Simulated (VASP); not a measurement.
# K (Fm-3m) in VASP: notebook, part 2 of 2

VASP 6.6.1. Earlier steps stand in the parts before.

**3. Single point, PBE**

INCAR reads:

```
ALGO = Fast
EDIFF = 1E-6
ENCUT = 520
GGA = PE
ISIF = 2
ISMEAR = -1
LASPH = True
LCHARG = False
LREAL = False
LWAVE = False
NBANDS = 10
NELM = 100
PREC = Accurate
SIGMA = 0.1
```

KPOINTS reads:

```
k-points
0
Gamma
  5 5 5
```

POSCAR reads:

```
K
1.0
    0.0000000000      2.5240000000      2.5240000000
    2.5240000000      0.0000000000      2.5240000000
    2.5240000000      2.5240000000      0.0000000000
K
1
Direct
    0.0000000000      0.0000000000      0.0000000000
```

Potentials or basis: VASP PAW PBE potentials, release 64 (K_sv).

Command:

```
$ cat potpaw_PBE.64/K_sv/POTCAR > POTCAR
$ mpirun -np 1 vasp_std > vasp.out
```

OUTCAR:

```text
EDIFF = 1E-6
   ENCUT = 520
   GGA = PE
   ISIF = 2
   ISMEAR = -1
   LASPH = True
   LREAL = False
   NELM = 100
   PREC = Accurate

 ion  position               nearest neighbor table
   1  0.000  0.000  0.000-

  LATTYP: Found a face centered cubic cell.
 ALAT       =     5.0480000000

  Lattice vectors:

 A1 = (   0.0000000000,   2.5240000000,   2.5240000000)
 A2 = (   2.5240000000,   0.0000000000,   2.5240000000)
 A3 = (   2.5240000000,   2.5240000000,   0.0000000000)

Analysis of symmetry for initial positions (statically):
=====================================================================
 Subroutine PRICEL returns:
 Original cell was already a primitive cell.

 Routine SETGRP: Setting up the symmetry group for a
 face centered cubic supercell.

 Subroutine GETGRP returns: Found 48 space group operations
 (whereof 48 operations were pure point group operations)
 out of a pool of 48 trial point group operations.

The static configuration has the point symmetry O_h .

Analysis of symmetry for dynamics (positions and initial velocities):
=====================================================================
 Subroutine PRICEL returns:
 Original cell was already a primitive cell.

 Routine SETGRP: Setting up the symmetry group for a
 face centered cubic supercell.

 Subroutine GETGRP returns: Found 48 space group operations
 (whereof 48 operations were pure point group operations)
 out of a pool of 48 trial point group operations.

The dynamic configuration has the point symmetry O_h .

 Subroutine INISYM returns: Found 48 space group operations
 (whereof 48 operations are pure point group operations),
 and found     1 'primitive' translations

----------------------------------------------------------------------------------------

                                     Primitive cell

  volume of cell :      32.1587
[... 95 lines left out ...]
  Thomas-Fermi vector in A             =   2.206558
   LORBIT       =      0    0 simple, 1 ext, 2 COOP (PROOUT), +10 PAW based schemes
   GGA     = PE    functional components
   LHFCALC =     F    Hartree Fock is set to
   AEXX    =    0.0000 exact exchange contribution
   IVDW    =     0    specifies the selected vdW correction
   LEPSILON=     F    determine dielectric tensor
   LRPA    =     F    only Hartree local field effects (RPA)
 non-spin polarized calculation
 RMM-DIIS sequential band-by-band and
  energy-cutoff  :      520.00
  volume of cell :       32.16
 maximum number of plane-waves:       893
   NGX = 13   NGY = 13   NGZ = 13

 number of electron       9.0000001 magnetization

 Free energy of the ion-electron system (eV)
  ---------------------------------------------------
  ext. energy  EPLUGINS =         0.00000000
  ---------------------------------------------------
  free energy    TOTEN  =        -0.18127727 eV

  energy without entropy =       -0.16869927  energy(sigma->0) =       -0.17498827

 E-fermi :   2.6119     XC(G=0):  -8.1334

 val. band max:        2.5184951084   @ k =   0.4000   0.4000   0.0000
 cond. band min:       3.1910818876   @ k =  -0.4000   0.4000   0.0000
 fundamental gap:      0.6725867793
 Fermi energy:         2.6119366271

 k-point     1 :       0.0000    0.0000    0.0000
  band No.  band energies     occupation
      1     -29.5560      2.00000
      2     -12.6379      2.00000
      3     -12.6379      2.00000
      4     -12.6379      2.00000
      5      -0.5928      2.00000
      6       7.3264      0.00000
      7       7.3264      0.00000
      8       7.3264      0.00000
      9       9.4956      0.00000
     10       9.4956      0.00000
[... 105 lines left out ...]
 k-point    10 :      -0.4000    0.4000    0.2000
  band No.  band energies     occupation
      1     -29.3948      2.00000
      2     -13.2897      2.00000
      3     -13.0782      2.00000
      4     -12.8845      2.00000
      5       3.4184      0.00063
      6       4.8824      0.00000
      7       5.0859      0.00000
      8       8.1764      0.00000
      9      10.3407      0.00000
     10      11.5927      0.00000

------------------------ aborting loop because EDIFF is reached ----------------------------------------

  FORCE on cell =-STRESS in cart. coord.  units (eV):
  Direction    XX          YY          ZZ          XY          YZ          ZX
  --------------------------------------------------------------------------------------
  -------------------------------------------------------------------------------------
  Total        2.6885435      2.6885435      2.6885435      0.0000000      0.0000000      0.0000000
  in kB      133.9459569    133.9459569    133.9459569      0.0000000      0.0000000      0.0000000
  external PRESSURE =     133.9459569 kB  Pullay stress =       0.0000000 kB

 VOLUME and BASIS-vectors are now :
 -----------------------------------------------------------------------------
  energy-cutoff  :      520.00
  volume of cell :       32.16
      direct lattice vectors                 reciprocal lattice vectors
     0.000000000  2.524000000  2.524000000    -0.198098257  0.198098257  0.198098257
     2.524000000  0.000000000  2.524000000     0.198098257 -0.198098257  0.198098257
     2.524000000  2.524000000  0.000000000     0.198098257  0.198098257 -0.198098257

 POSITION                                       TOTAL-FORCE (eV/Angst)
 -----------------------------------------------------------------------------------
      0.00000      0.00000      0.00000        -0.000000     -0.000000      0.000000
 -----------------------------------------------------------------------------------
    total drift:                               -0.000000     -0.000000     -0.000000

  FREE ENERGIE OF THE ION-ELECTRON SYSTEM (eV)
  ---------------------------------------------------
  free  energy   TOTEN  =        -0.1812772740 eV

  energy  without entropy=       -0.1686992666  energy(sigma->0) =       -0.17498827
```

OSZICAR:

```text
N       E                     dE             d eps       ncg     rms          rms(c)
DAV:   1     0.552389115904E+02    0.55239E+02   -0.41356E+03   200   0.783E+02
DAV:   2     0.126516606112E+01   -0.53974E+02   -0.52763E+02   212   0.230E+02
DAV:   3    -0.140044446541E+00   -0.14052E+01   -0.14008E+01   288   0.296E+01
DAV:   4    -0.177997882979E+00   -0.37953E-01   -0.37881E-01   238   0.441E+00
DAV:   5    -0.182374802728E+00   -0.43769E-02   -0.43756E-02   306   0.886E-01    0.558E+00
RMM:   6    -0.178379809566E+00    0.39950E-02   -0.12815E-02   230   0.107E+00    0.371E+00
RMM:   7    -0.181810555080E+00   -0.34307E-02   -0.24087E-02   248   0.127E+00    0.253E-01
RMM:   8    -0.181191866418E+00    0.61869E-03   -0.54899E-03   252   0.830E-01    0.763E-02
RMM:   9    -0.181276202857E+00   -0.84336E-04   -0.81676E-04   298   0.152E-01    0.737E-02
RMM:  10    -0.181293991436E+00   -0.17789E-04   -0.14453E-04   310   0.658E-02    0.848E-02
RMM:  11    -0.181279929886E+00    0.14062E-04   -0.25819E-05   292   0.451E-02    0.628E-02
RMM:  12    -0.181278054505E+00    0.18754E-05   -0.11416E-05   273   0.218E-02    0.407E-02
RMM:  13    -0.181277273999E+00    0.78051E-06   -0.40466E-06   247   0.152E-02
   1 F= -.18127727E+00 E0= -.17498827E+00  d E =-.125780E-01
```

Wall time 3.6 s (1 thread of AMD EPYC 9R45 (Zen 5), shared host); peak memory 0.12 GiB.

What came out:

| Property | Result |
| --- | --- |
| Free energy | -0.1813 eV |
| Pressure | 13.4 GPa |
| Band gap on the k mesh | none (metal or under the smearing width) |

Levels at points of the mesh, in eV from the Fermi level:
```tsv
k point	band 3	band 4	band 5	band 6	band 7	band 8
(0.00, 0.00, 0.00)	-15.25	-15.25	-3.20	4.71	4.71	4.71
```

Caveat: the k mesh is coarse (spacing up to 0.43 Å⁻¹), so the values aren't converged.
